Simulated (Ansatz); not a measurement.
**Si₃N₄ under strain — N-14 nuclear quadrupole resonance**

Cell: an entry of the Crystallography Open Database (COD), relaxed with PBE at fixed cell and then changed (z stretched by 1 %, ions relaxed).

```
Si N
1.0
    -3.23735    3.23735    3.26972
     3.23735   -3.23735    3.26972
     3.23735    3.23735   -3.26972
Si N
6 8
Direct
  0.25000 0.12553 0.87553
  0.87447 0.25000 0.12447
  0.75000 0.37447 0.62447
  0.62553 0.75000 0.37553
  0.12500 0.87500 0.25000
  0.37500 0.62500 0.75000
  0.56280 0.56326 0.56256
  0.43674 0.49930 0.99954
  0.50070 0.00024 0.93744
  0.99976 0.43720 0.50046
  0.93720 0.49976 0.00046
  0.06326 0.06280 0.06256
  0.99930 0.93674 0.49954
  0.50024 0.00070 0.43744
```

Sites (sets of like atoms) are named by element and the number of their first atom in this list.

All values are calculated (Ansatz; DFT, PBE, plane waves and PAW, scalar-relativistic, 420 eV cutoff, Γ-centred 6×6×6 k-points, Fermi–Dirac smearing 0.02 eV), not measured.

N-14: I = 1, Q = 20.44 mb (year-2017 value). Static lattice, zero field.

Question: At which frequencies do the N-14 NQR lines lie?

Answer: For I = 1 the lines are ν± = (3/4)|C_Q|(1 ± η/3) and ν₀ = |C_Q|η/2.

```tsv
site	atoms	V_zz (10²¹ V/m²)	C_Q (MHz)	η	line frequencies (MHz)
N	7, 8, 9, 10, 11, 12, …	-5.85	-2.89	0.03	0.0374, 2.15, 2.19
```

At N V_zz stands upright on the plane through its three neighbours (within 1°).
